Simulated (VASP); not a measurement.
# C (Fd-3m) in VASP: settings compared

One crystal, C, is run at these levels: r2SCAN, LDA, PBE; tasks: relaxation of cell and atoms, single point.

Everything below comes from runs of VASP 6.6.1. Logs are shortened: lines on timing, memory, paths and dates and some standing lists are left out, and cuts for length are marked.

**1. Starting point**

Symmetry: Fd-3m, No. 227, cubic system. The conventional cell has a = 3.561 Å, b = 3.561 Å, c = 3.561 Å, α = 90.00°, β = 90.00°, γ = 90.00°. C (site symmetry -43m) is surrounded by 4 C at 1.54 Å.

This isn't the form of C at room conditions, which is graphite.

**2. Relaxation of cell and atoms, r2SCAN**

File INCAR:

```
PREC = Accurate
ENCUT = 600
EDIFF = 1E-7
ISMEAR = 0
SIGMA = 0.03
LREAL = F
LASPH = T
NELM = 80
ALGO = Normal
ISIF = 3
LWAVE = F
LCHARG = F
METAGGA = R2SCAN
LMIXTAU = T
IBRION = 2
NSW = 90
EDIFFG = -0.005
```

File KPOINTS:

```
Automatic mesh
0
Gamma
  14 14 14
```

File POSCAR:

```
C                                       
1.0
   -0.0000000000      1.7805652936      1.7805652936
    1.7805652936     -0.0000000000      1.7805652936
    1.7805652936      1.7805652936      0.0000000000
  C             
     2
Direct
     0.0000000000000000    0.0000000000000000    0.0000000000000000
     0.2500000000000000    0.2500000000000000    0.2500000000000000
```

Potentials or basis: VASP PAW PBE potentials, release 64 (C).

Run with:

```sh
> cat potpaw_PBE.64/C/POTCAR > POTCAR
> mpirun -np 1 vasp_std > vasp.out
```

OUTCAR:

```text
PREC = Accurate
   ENCUT = 600
   EDIFF = 1E-7
   ISMEAR = 0
   LREAL = F
   LASPH = T
   NELM = 80
   ISIF = 3
   METAGGA = R2SCAN
   IBRION = 2
   NSW = 90
   EDIFFG = -0.005

 ion  position               nearest neighbor table
   1  0.000  0.000  0.000-   2 1.54   2 1.54   2 1.54   2 1.54
   2  0.250  0.250  0.250-   1 1.54   1 1.54   1 1.54   1 1.54

  LATTYP: Found a face centered cubic cell.
 ALAT       =     3.5611305872

  Lattice vectors:

 A1 = (   0.0000000000,   1.7805652936,   1.7805652936)
 A2 = (   1.7805652936,   0.0000000000,   1.7805652936)
 A3 = (   1.7805652936,   1.7805652936,   0.0000000000)

Analysis of symmetry for initial positions (statically):
=====================================================================
 Subroutine PRICEL returns:
 Original cell was already a primitive cell.

 Routine SETGRP: Setting up the symmetry group for a
 face centered cubic supercell.

 Subroutine GETGRP returns: Found 48 space group operations
 (whereof 24 operations were pure point group operations)
 out of a pool of 48 trial point group operations.

The static configuration has the point symmetry T_d .
 The point group associated with its full space group is O_h .

Analysis of symmetry for dynamics (positions and initial velocities):
=====================================================================
 Subroutine PRICEL returns:
 Original cell was already a primitive cell.

 Routine SETGRP: Setting up the symmetry group for a
 face centered cubic supercell.

 Subroutine GETGRP returns: Found 48 space group operations
 (whereof 24 operations were pure point group operations)
 out of a pool of 48 trial point group operations.

The dynamic configuration has the point symmetry T_d .
 The point group associated with its full space group is O_h .

 Subroutine INISYM returns: Found 48 space group operations
 (whereof 24 operations are pure point group operations),
 and found     1 'primitive' translations

----------------------------------------------------------------------------------------

                                     Primitive cell

  volume of cell :      11.2903

  direct lattice vectors                    reciprocal lattice vectors
     0.000000000  1.780565294  1.780565294    -0.280809697  0.280809697  0.280809697
     1.780565294  0.000000000  1.780565294     0.280809697 -0.280809697  0.280809697
     1.780565294  1.780565294  0.000000000     0.280809697  0.280809697 -0.280809697

  length of vectors
     2.518099587  2.518099587  2.518099587     0.486376662  0.486376662  0.486376662

  position of ions in fractional coordinates (direct lattice)
     0.000000000  0.000000000  0.000000000
     0.250000000  0.250000000  0.250000000

  ion indices of the primitive-cell ions
   primitive index   ion index
                 1           1
                 2           2

----------------------------------------------------------------------------------------

 KPOINTS: Automatic mesh

Automatic generation of k-mesh.
 Grid dimensions read from file:
 generate k-points for:   14   14   14

 Generating k-lattice:

  Cartesian coordinates                     Fractional coordinates (reciprocal lattice)
    -0.020057835  0.020057835  0.020057835     0.071428571  0.000000000  0.000000000
     0.020057835 -0.020057835  0.020057835     0.000000000  0.071428571  0.000000000
     0.020057835  0.020057835 -0.020057835     0.000000000  0.000000000  0.071428571

  Length of vectors
     0.034741190  0.034741190  0.034741190

  Shift w.r.t. Gamma in fractional coordinates (k-lattice)
     0.000000000  0.000000000  0.000000000

 Subroutine IBZKPT returns following result:
 ===========================================

 Found    104 irreducible k-points:

 Following reciprocal coordinates:
            Coordinates               Weight
  0.000000  0.000000  0.000000      1.000000
  0.071429  0.000000  0.000000      8.000000
  0.142857  0.000000  0.000000      8.000000
  0.214286  0.000000  0.000000      8.000000
  0.285714  0.000000  0.000000      8.000000
  0.357143  0.000000  0.000000      8.000000
[... 16 lines left out ...]
  0.214286  0.142857  0.000000     24.000000
  0.285714  0.142857  0.000000     24.000000
 [... further k-points ...]
   k-points           NKPTS =    104   k-points in BZ     NKDIM =    104   number of bands    NBANDS=      8
   number of dos      NEDOS =    301   number of ions     NIONS =      2
   total plane-waves  NPLWV =   8000
   dimension x,y,z NGX =    20 NGY =   20 NGZ =   20
   dimension x,y,z NGXF=    40 NGYF=   40 NGZF=   40
   ions per type =               2
   NGX,Y,Z   is equivalent  to a cutoff of  13.20, 13.20, 13.20 a.u.
   NGXF,Y,Z  is equivalent  to a cutoff of  26.41, 26.41, 26.41 a.u.
 SYSTEM =  unknown system
   PREC   = accura    normal or accurate (medium, high low for compatibility)
   ISTART =      0    job   : 0-new  1-cont  2-samecut
   ICHARG =      2    charge: 1-file 2-atom 10-const
[... 68 lines left out ...]
      4       9.7802      2.00000
      5      15.6285      0.00000
      6      15.6285      0.00000
      7      15.6285      0.00000
      8      23.7109      0.00000

 k-point     2 :       0.0714    0.0000    0.0000
  band No.  band energies     occupation
      1     -12.8323      2.00000
      2       8.7727      2.00000
      3       9.5186      2.00000
      4       9.5186      2.00000
      5      15.9707      0.00000
      6      15.9707      0.00000
      7      16.2318      0.00000
      8      23.8578      0.00000

 k-point     3 :       0.1429    0.0000    0.0000
  band No.  band energies     occupation
      1     -12.3893      2.00000
      2       6.5868      2.00000
      3       8.9123      2.00000
      4       8.9123      2.00000
      5      16.7705      0.00000
      6      16.7705      0.00000
      7      17.2530      0.00000
      8      24.2893      0.00000

 k-point     4 :       0.2143    0.0000    0.0000
  band No.  band energies     occupation
      1     -11.6563      2.00000
      2       4.0459      2.00000
      3       8.2300      2.00000
      4       8.2300      2.00000
      5      17.6281      0.00000
      6      17.6281      0.00000
      7      18.0353      0.00000
      8      24.9339      0.00000

 k-point     5 :       0.2857    0.0000    0.0000
  band No.  band energies     occupation
      1     -10.6442      2.00000
      2       1.4725      2.00000
      3       7.6255      2.00000
      4       7.6255      2.00000
      5      18.2539      0.00000
      6      18.2539      0.00000
      7      18.5170      0.00000
      8      25.6264      0.00000

 k-point     6 :       0.3571    0.0000    0.0000
  band No.  band energies     occupation
      1      -9.3784      2.00000
      2      -0.9717      2.00000
      3       7.1676      2.00000
      4       7.1676      2.00000
      5      18.5655      0.00000
      6      18.5655      0.00000
      7      18.7903      0.00000
      8      26.1651      0.00000

 k-point     7 :       0.4286    0.0000    0.0000
  band No.  band energies     occupation
      1      -7.9526      2.00000
      2      -3.1273      2.00000
      3       6.8852      2.00000
      4       6.8852      2.00000
      5      18.6617      0.00000
      6      18.6617      0.00000
      7      18.9303      0.00000
      8      26.4462      0.00000
[... 133 lines left out ...]
 k-point    20 :      -0.1429    0.0714    0.0000
  band No.  band energies     occupation
      1     -12.0462      2.00000
      2       5.7535      2.00000
      3       7.4642      2.00000
      4       9.0672      2.00000
      5      16.6749      0.00000
      6      17.7342      0.00000
      7      17.9861      0.00000
      8      24.3709      0.00000

 k-point    21 :      -0.0714    0.0714    0.0000
  band No.  band energies     occupation
      1     -12.5859      2.00000
      2       7.8769      2.00000
      3       8.3358      2.00000
      4       9.5255      2.00000
      5      16.0346      0.00000
      6      16.7437      0.00000
      7      17.0739      0.00000
      8      24.0402      0.00000

 k-point    22 :       0.1429    0.1429    0.0000
  band No.  band energies     occupation
      1     -12.1925      2.00000
      2       7.5471      2.00000
      3       7.5471      2.00000
      4       7.9333      2.00000
      5      15.0898      0.00000
      6      18.5635      0.00000
      7      18.5635      0.00000
      8      23.5536      0.00000

 k-point    23 :       0.2143    0.1429    0.0000
  band No.  band energies     occupation
      1     -11.6545      2.00000
      2       5.6959      2.00000
      3       6.8186      2.00000
      4       7.5870      2.00000
      5      15.2720      0.00000
      6      19.5887      0.00000
      7      19.6348      0.00000
      8      23.0606      0.00000

 k-point    24 :       0.2857    0.1429    0.0000
  band No.  band energies     occupation
      1     -10.8313      2.00000
      2       3.3487      2.00000
      3       6.2431      2.00000
      4       6.9884      2.00000
      5      15.9890      0.00000
      6      20.2963      0.00000
      7      20.4391      0.00000
      8      22.8347      0.00000

 [... further k-points ...]
[... 5 lines left out ...]
  --------------------------------------------------------------------------------------
  -------------------------------------------------------------------------------------
  Total        0.0015246      0.0015246      0.0015246     -0.0000000     -0.0000000     -0.0000000
  in kB        0.2163540      0.2163540      0.2163540     -0.0000000     -0.0000000     -0.0000000
  external PRESSURE =       0.2163540 kB  Pullay stress =       0.0000000 kB

 VOLUME and BASIS-vectors are now :
 -----------------------------------------------------------------------------
  energy-cutoff  :      600.00
  volume of cell :       11.29
      direct lattice vectors                 reciprocal lattice vectors
     0.000000000  1.780565294  1.780565294    -0.280809697  0.280809697  0.280809697
     1.780565294  0.000000000  1.780565294     0.280809697 -0.280809697  0.280809697
     1.780565294  1.780565294  0.000000000     0.280809697  0.280809697 -0.280809697

 POSITION                                       TOTAL-FORCE (eV/Angst)
 -----------------------------------------------------------------------------------
      0.00000      0.00000      0.00000         0.000000      0.000000      0.000000
      0.89028      0.89028      0.89028        -0.000000     -0.000000     -0.000000
 -----------------------------------------------------------------------------------
    total drift:                                0.000000      0.000000      0.000000

  FREE ENERGIE OF THE ION-ELECTRON SYSTEM (eV)
  ---------------------------------------------------
  free  energy   TOTEN  =       -19.6640936094 eV

  energy  without entropy=      -19.6640936094  energy(sigma->0) =      -19.66409361

 reached required accuracy - stopping structural energy minimisation
```

Run time: 54 s. Hardware: 1 thread of Intel Xeon Platinum 8259CL at 2.50GHz (Skylake/Cascade Lake), shared host; peak memory 0.12 GiB.

What came out:

```
Free energy             : -19.6641 eV
Pressure after relaxing : 0.0 GPa
Band gap on the k mesh  : 4.33 eV, indirect (least direct gap 5.85 eV)
```

Final structure:
```yaml
crystal:
  lattice:
    - [0.00000, 1.78057, 1.78057]
    - [1.78057, 0.00000, 1.78057]
    - [1.78057, 1.78057, 0.00000]
  atoms:
    - { symbol: C, position: [0.00000, 0.00000, 0.00000] }
    - { symbol: C, position: [0.25000, 0.25000, 0.25000] }
```

Levels at points of the mesh, in eV from the valence-band top:
```csv
k point,band 1,band 2,band 3,band 4,band 5,band 6,band 7,band 8
"(0.00, 0.00, 0.00)",-22.76,0.00,0.00,0.00,5.85,5.85,5.85,13.93
"(0.50, 0.00, 0.00)",-16.79,-14.10,-2.99,-2.99,8.90,8.90,9.19,16.74
"(0.50, 0.50, 0.00)",-13.62,-13.62,-6.69,-6.69,5.01,5.01,17.95,17.95
```

Caveat: the relaxation stopped at its first step, so nothing moved; the PAW data sets were made with another functional, which shifts forces and pressure a little.

**3. Relaxation of cell and atoms, LDA**

This run uses another cell than the first one, of 5.67 Å³/atom, 1.005 times its volume.

File INCAR:

```
SYSTEM = C
  PREC = Accurate
  ENCUT = 600
  EDIFF = 1E-6
  ISMEAR = 0
  SIGMA = 0.03
  LREAL = .FALSE.
  LASPH = .TRUE.
  NELM = 80
  ALGO = Normal
  ISIF = 3
  LWAVE = .FALSE.
  LCHARG = .FALSE.
  IBRION = 2
  NSW = 90
  EDIFFG = -0.01
```

File KPOINTS:

```
Automatic mesh
0
G
  14 14 14
  0 0 0
```

File POSCAR:

```
C
1.0
    0.0000000000      1.7833700000      1.7833700000
    1.7833700000      0.0000000000      1.7833700000
    1.7833700000      1.7833700000      0.0000000000
C
2
Direct
    0.0000000000      0.0000000000      0.0000000000
    0.2500000000      0.2500000000      0.2500000000
```

Potentials or basis: VASP PAW LDA potentials, release 64 (C).

Run with:

```sh
> cat potpaw_LDA.64/C/POTCAR > POTCAR
> mpirun -np 1 vasp_std > vasp.out
```

Wall time 9.5 s (1 thread of Intel Xeon 6975P-C (Granite Rapids), shared host); peak memory 0.11 GiB.

Results (log left out):

```yaml
Free_energy: -20.2539 eV
Relaxed_volume: 5.52 Å³/atom
Relaxed_cell: a = 2.499 Å, b = 2.499 Å, c = 2.499 Å, α = 60.00°, β = 60.00°, γ = 60.00°
Space_group_after_relaxing_to_0.05_Å: Fd-3m (No. 227)
Energy_gained_by_relaxing: 6.2 meV/atom
Ionic_steps: 3
Pressure_after_relaxing: -0.1 GPa
Band_gap_on_the_k_mesh: 4.17 eV, indirect (least direct gap 5.62 eV)
```

The path:
| step | energy change (eV) | largest force (eV/Å) | pressure (GPa) | volume (Å³) |
| --- | --- | --- | --- | --- |
| 1 | 0.0000 | 0.0000 | -12.37 | 11.34 |
| 2 | 0.0090 | 0.0000 | 17.94 | 10.64 |
| 3 | -0.0123 | 0.0000 | -0.11 | 11.03 |

Final structure:
```
C
1.0
     0.00000    1.76696    1.76696
     1.76696    0.00000    1.76696
     1.76696    1.76696    0.00000
C
2
Direct
  0.00000 0.00000 0.00000
  0.25000 0.25000 0.25000
```

Levels at points of the mesh, in eV from the valence-band top:
| k point | band 2 | band 3 | band 4 | band 5 | band 6 | band 7 |
| --- | --- | --- | --- | --- | --- | --- |
| (0.00, 0.00, 0.00) | 0.00 | 0.00 | 0.00 | 5.62 | 5.62 | 5.62 |
| (0.50, 0.00, 0.00) | -13.67 | -2.86 | -2.86 | 8.50 | 8.50 | 9.39 |
| (0.50, 0.50, 0.00) | -12.81 | -6.46 | -6.46 | 4.77 | 4.77 | 17.05 |

A k mesh can miss the band edges. LDA usually gives volumes a few per cent too small.

**4. Relaxation of cell and atoms, LDA**

This run uses another cell than the first one, of 5.52 Å³/atom, 0.977 times its volume.

INCAR, as its differences from that of step 3:

```diff
@@ -3,3 +3,3 @@
   ENCUT = 600
-  EDIFF = 1E-6
+  EDIFF = 1E-7
   ISMEAR = 0
@@ -15,2 +15,2 @@
   NSW = 90
-  EDIFFG = -0.01
+  EDIFFG = -0.005
```

KPOINTS is that of step 3.

File POSCAR:

```
C                                       
1.0
   -0.0000000000      1.7669621626      1.7669621626
    1.7669621626      0.0000000000      1.7669621626
    1.7669621626      1.7669621626      0.0000000000
  C             
     2
Direct
     0.0000000000000000    0.0000000000000000    0.0000000000000000
     0.2500000000000000    0.2500000000000000    0.2500000000000000
```

Run with:

```sh
> cat potpaw_LDA.64/C/POTCAR > POTCAR
> mpirun -np 1 vasp_std > vasp.out
```

Run time: 4.5 s. Hardware: 1 thread of Intel Xeon 6975P-C (Granite Rapids), shared host; peak memory 0.11 GiB.

Results (log left out):

- Free energy: -20.2522 eV
- Pressure after relaxing: 0.0 GPa
- Band gap on the k mesh: 4.17 eV, indirect (least direct gap 5.62 eV)

Final structure:
```
CELL_PARAMETERS angstrom
0.00000 1.76696 1.76696
1.76696 0.00000 1.76696
1.76696 1.76696 0.00000
ATOMIC_POSITIONS crystal
C 0.00000 0.00000 0.00000
C 0.25000 0.25000 0.25000
```

Levels at points of the mesh, in eV from the valence-band top:
```tsv
k point	band 1	band 2	band 3	band 4	band 5	band 6	band 7	band 8
(0.00, 0.00, 0.00)	-21.69	0.00	0.00	0.00	5.62	5.62	5.62	14.19
(0.50, 0.00, 0.00)	-15.69	-13.67	-2.86	-2.86	8.50	8.50	9.39	15.66
(0.50, 0.50, 0.00)	-12.81	-12.81	-6.46	-6.46	4.77	4.77	17.05	17.05
```

Caveat: the relaxation stopped at its first step, so nothing moved. A hybrid or GW would open this gap; LDA tends to underestimate it.

**5. Single point, PBE**

This run uses another cell than the first one, of 5.67 Å³/atom, 1.005 times its volume.

File INCAR:

```
SYSTEM = C
PREC = Accurate ; ENCUT = 520
EDIFF = 1E-6 ; ISMEAR = 0
SIGMA = 0.03 ; LREAL = .False.
LASPH = .True. ; NELM = 80
ALGO = Normal ; ISIF = 2
LWAVE = .False. ; LCHARG = .False.
GGA = PE ; NBANDS = 11
KPAR = 4
```

File KPOINTS:

```
regular mesh
0
Gamma
  8 8 8
  0 0 0
```

File POSCAR:

```
C
1.0
    0.0000000000      1.7833700000      1.7833700000
    1.7833700000      0.0000000000      1.7833700000
    1.7833700000      1.7833700000      0.0000000000
C
2
Direct
    0.0000000000      0.0000000000      0.0000000000
    0.2500000000      0.2500000000      0.2500000000
```

Potentials or basis: VASP PAW PBE potentials, release 64 (C).

Run with:

```sh
> cat potpaw_PBE.64/C/POTCAR > POTCAR
> mpirun -np 4 vasp_std > vasp.out
```

It took 2.3 s on 4 MPI ranks of AMD EPYC 7R13 (Zen 3), shared host; peak memory 0.09 GiB.

The run converged. Its results:

* Free energy: -18.1844 eV
* Pressure: 2.5 GPa
* Band gap on the k mesh: 4.13 eV, indirect (least direct gap 5.59 eV)

Levels at points of the mesh, in eV from the valence-band top:
| k point | band 2 | band 3 | band 4 | band 5 | band 6 | band 7 |
| --- | --- | --- | --- | --- | --- | --- |
| (0.00, 0.00, 0.00) | 0.00 | 0.00 | 0.00 | 5.59 | 5.59 | 5.59 |
| (0.50, 0.00, 0.00) | -13.37 | -2.80 | -2.80 | 8.46 | 8.46 | 8.85 |
| (0.50, 0.50, 0.00) | -12.76 | -6.30 | -6.30 | 4.76 | 4.76 | 16.81 |

A k mesh can miss the band edges. Expect the measured gap to be larger: semilocal functionals such as PBE lack the derivative discontinuity.

**6. Overview**

```csv
task,level,potentials or basis,cell,k mesh,cutoff (eV),gap on the mesh (eV),pressure (GPa)
relaxation of cell and atoms,r2SCAN,"VASP PAW PBE potentials, release 64 (C)",relaxed,14 × 14 × 14,600,4.33,0.0
relaxation of cell and atoms,LDA,"VASP PAW LDA potentials, release 64 (C)",relaxed,14 × 14 × 14,600,4.17,0.0
single point,PBE,"VASP PAW PBE potentials, release 64 (C)","Fd-3m, 5.67 Å³/atom",8 × 8 × 8,520,4.13,2.5
```

Alike in all rows: no spin polarisation; smearing gaussian 0.03 eV.

Caveats: the relaxation stopped at its first step, so nothing moved (some runs); the PAW data sets were made with another functional, which shifts forces and pressure a little (some runs).

Total energies depend on the potentials used, so only differences within one code and one set of settings carry meaning.
